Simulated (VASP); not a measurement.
MgSe, 2 atoms in the cell. Symmetry: Fm-3m, No. 225, cubic system. Conventional cell: a = 5.451 Å, b = 5.451 Å, c = 5.451 Å, α = 90.00°, β = 90.00°, γ = 90.00°. Mg (site symmetry m-3m) is surrounded by 6 Se at 2.73 Å. Se (site symmetry m-3m) is surrounded by 6 Mg at 2.73 Å. 

| Property | Result |
| --- | --- |
| Program | VASP 6.6.1 |
| Task | single point |
| Functional | PBEsol |
| Potentials or basis | VASP PAW PBE potentials, release 64 (Mg, Se) |
| Cutoff | 520 eV |
| k mesh | 6 × 6 × 6 |
| Occupations | gaussian, width 0.1 eV |
| Spin | no spin polarisation |
| Dipole correction | no |
| Further INCAR settings | ALGO = Fast; EDIFF = 1e-06; NBANDS = 11 |

Potentials or basis: VASP PAW PBE potentials, release 64 (Mg, Se).

Launch:

```sh
$ cat potpaw_PBE.64/Mg/POTCAR potpaw_PBE.64/Se/POTCAR > POTCAR
$ mpirun -np 1 vasp_std > vasp.out
```

Hardware: 1 thread of AMD EPYC 7R43 64-Core Processor (Zen 3), on a shared host.

Task: How long does it take, and how much memory?

Result: Wall time 12 s on 1 thread of AMD EPYC 7R43 64-Core Processor (Zen 3), on a shared host, peak memory 0.12 GiB. Counts: scf iterations 12, k points 16.
